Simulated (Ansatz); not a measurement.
**AgI: elastic constants**

How stiff is the crystal, and how unevenly? Runs: cell and atoms relaxed (PAW); at zero pressure (PAW); cell relaxed at 1 GPa (PAW); under 1 GPa (PAW); cell relaxed at 2 GPa (PAW); under 2 GPa (PAW); cell relaxed at 4 GPa (PAW).

Program: Ansatz 0.2.0. Level of theory: DFT r²SCAN, frozen-core PAW, scalar-relativistic unless said. These are calculated values, not measurements.

1 further run of the same task is left out (it didn't finish).

### 1 The system as given

Symmetry: P6_3mc, No. 186, hexagonal system. The conventional cell has a = 4.590 Å, b = 4.590 Å, c = 7.520 Å, α = 90.00°, β = 90.00°, γ = 120.00°. Around Ag (site symmetry 3m) lie 4 I at 2.78 to 2.82 Å. I (site symmetry 3m) is surrounded by 4 Ag at 2.78 to 2.82 Å.

As a file:

```
CELL_PARAMETERS angstrom
4.59000 0.00000 0.00000
-2.29500 3.97506 0.00000
0.00000 0.00000 7.52000
ATOMIC_POSITIONS crystal
Ag 0.66667 0.33333 0.63000
Ag 0.33333 0.66667 0.13000
I 0.66667 0.33333 0.00000
I 0.33333 0.66667 0.50000
```

Cartesian axes are those of the input's lattice vectors. The structure goes back to a database entry.

### 2 Cell and atoms relaxed, PAW

The input, input.yaml:

```yaml
crystal:
  lattice:
    - [4.59000000001, 0.0, 0.0]
    - [-2.29500000001, 3.97505660338, 0.0]
    - [0.0, 0.0, 7.52]
  atoms:
    - { symbol: Ag, position: [0.666666666667, 0.333333333333, 0.63] }
    - { symbol: Ag, position: [0.333333333333, 0.666666666667, 0.13] }
    - { symbol: I, position: [0.666666666667, 0.333333333333, 0.0] }
    - { symbol: I, position: [0.333333333333, 0.666666666667, 0.5] }
kpoints:
  mp_grid: { grid: [10, 10, 6] }
scf:
  occupations: { method: fermi_dirac, width: 0.1 }
hamiltonian:
  xc: r2scan
  pseudopotentials: { kind: paw }
relax:
  f_tol: 0.002
  max_steps: 80
  cell: {}
output:
  forces: true
  stress: true
  write_density: true
  write_potential: true
  elf: true
  volumetric_format: npy
```

On the command line:

```
> ansatz run input.yaml --threads 1 --pin off --max-ram 3072MiB --backend cpu --events-out ev --progress --plain --runs-dir out
```

### 4 At zero pressure, PAW

The input, input.yaml:

```yaml
crystal:
  lattice:
    - [4.6494879769, 0.0, 0.0]
    - [-2.32474398845, 4.02657470258, 0.0]
    - [0.0, 0.0, 7.59853832385]
  atoms:
    - { symbol: Ag, position: [0.666666666667, 0.333333333333, 0.627518422745] }
    - { symbol: Ag, position: [0.333333333333, 0.666666666667, 0.127518422745] }
    - { symbol: I, position: [0.666666666667, 0.333333333333, 0.002481577255] }
    - { symbol: I, position: [0.333333333333, 0.666666666667, 0.502481577255] }
kpoints:
  mp_grid: { grid: [6, 6, 4] }
scf:
  occupations: { method: fixed }
hamiltonian:
  xc: r2scan
  pseudopotentials: { kind: paw }
elastic:
  mode: relaxed_ion
  stencil: two_point
  amplitude: 0.005
```

### 5 Cell relaxed at 1 GPa, PAW

input.yaml: that of step 4 with these lines changed.

```diff
@@ -17,5 +17,12 @@
   pseudopotentials: { kind: paw }
-elastic:
-  mode: relaxed_ion
-  stencil: two_point
-  amplitude: 0.005
+relax:
+  f_tol: 0.002
+  max_steps: 80
+  cell: { p_target: 1 }
+output:
+  forces: true
+  stress: true
+  write_density: true
+  write_potential: true
+  elf: true
+  volumetric_format: npy
```

### 6 Under 1 GPa, PAW

The input, input.yaml:

```yaml
crystal:
  lattice:
    - [4.60179322879, 0.0, 0.0]
    - [-2.3008966144, 3.9852698391, 0.0]
    - [0.0, 0.0, 7.52299400909]
  atoms:
    - { symbol: Ag, position: [0.666666666667, 0.333333333333, 0.627589893856] }
    - { symbol: Ag, position: [0.333333333333, 0.666666666667, 0.127589893856] }
    - { symbol: I, position: [0.666666666667, 0.333333333333, 0.002410106144] }
    - { symbol: I, position: [0.333333333333, 0.666666666667, 0.502410106144] }
kpoints:
  mp_grid: { grid: [6, 6, 4] }
scf:
  occupations: { method: fixed }
hamiltonian:
  xc: r2scan
  pseudopotentials: { kind: paw }
elastic:
  mode: relaxed_ion
  stencil: two_point
  amplitude: 0.005
```

### 7 Cell relaxed at 2 GPa, PAW

The input, input.yaml:

```yaml
crystal:
  lattice:
    - [4.6494879769, 0.0, 0.0]
    - [-2.32474398845, 4.02657470258, 0.0]
    - [0.0, 0.0, 7.59853832385]
  atoms:
    - { symbol: Ag, position: [0.666666666667, 0.333333333333, 0.627518422745] }
    - { symbol: Ag, position: [0.333333333333, 0.666666666667, 0.127518422745] }
    - { symbol: I, position: [0.666666666667, 0.333333333333, 0.002481577255] }
    - { symbol: I, position: [0.333333333333, 0.666666666667, 0.502481577255] }
kpoints:
  mp_grid: { grid: [6, 6, 4] }
scf:
  occupations: { method: fixed }
hamiltonian:
  xc: r2scan
  pseudopotentials: { kind: paw }
relax:
  f_tol: 0.002
  max_steps: 80
  cell: { p_target: 2 }
output:
  forces: true
  stress: true
```

### 8 Under 2 GPa, PAW

The input, input.yaml:

```yaml
crystal:
  lattice:
    - [4.55484903309, 0.0, 0.0]
    - [-2.27742451654, 3.94461497306, 0.0]
    - [0.0, 0.0, 7.46881623291]
  atoms:
    - { symbol: Ag, position: [0.666666666667, 0.333333333333, 0.628113632833] }
    - { symbol: Ag, position: [0.333333333333, 0.666666666667, 0.128113632833] }
    - { symbol: I, position: [0.666666666667, 0.333333333333, 0.001886367167] }
    - { symbol: I, position: [0.333333333333, 0.666666666667, 0.501886367167] }
kpoints:
  mp_grid: { grid: [6, 6, 4] }
scf:
  occupations: { method: fixed }
hamiltonian:
  xc: r2scan
  pseudopotentials: { kind: paw }
elastic:
  mode: relaxed_ion
  stencil: two_point
  amplitude: 0.005
```

### 9 Cell relaxed at 4 GPa, PAW

The input, input.yaml:

```yaml
crystal:
  lattice:
    - [4.6494879769, 0.0, 0.0]
    - [-2.32474398845, 4.02657470258, 0.0]
    - [0.0, 0.0, 7.59853832385]
  atoms:
    - { symbol: Ag, position: [0.666666666667, 0.333333333333, 0.627518422745] }
    - { symbol: Ag, position: [0.333333333333, 0.666666666667, 0.127518422745] }
    - { symbol: I, position: [0.666666666667, 0.333333333333, 0.002481577255] }
    - { symbol: I, position: [0.333333333333, 0.666666666667, 0.502481577255] }
kpoints:
  mp_grid: { grid: [6, 6, 4] }
scf:
  occupations: { method: fixed }
hamiltonian:
  xc: r2scan
  pseudopotentials: { kind: paw }
relax:
  f_tol: 0.002
  max_steps: 80
  cell: { p_target: 4 }
output:
  forces: true
  stress: true
```

(Steps that only read results are left out.)

**Question.** What will these runs give? Wanted: C11; C12; C13; C33; C44; bulk, shear and Young's modulus; Debye temperature from sound speeds; universal anisotropy index.

As calculated:

| quantity | value |
| --- | --- |
| C11 (PAW) | 36 GPa |
| C12 (PAW) | 26 GPa |
| C13 (PAW) | 24 GPa |
| C33 (PAW) | 40 GPa |
| C44 (PAW) | 4 GPa |
| bulk, shear and Young's modulus | 29, 5, 14 GPa |
| Debye temperature from sound speeds | 96 K |
| universal anisotropy index | 0.28 |

What this shows: All eigenvalues are positive, so the crystal is mechanically stable; by PAW K = 29 and G = 5 GPa, K/G = 5.95, on the ductile side of Pugh's rough line at 1.75, which was drawn for metals. Young's modulus runs from 12 to 22 GPa with direction. At zero pressure K rises to 29 GPa. Cautions: frozen-core PAW files fitted under PBE, their cores solved anew for the functional of the run; constants at zero field, no piezoelectric stiffening.
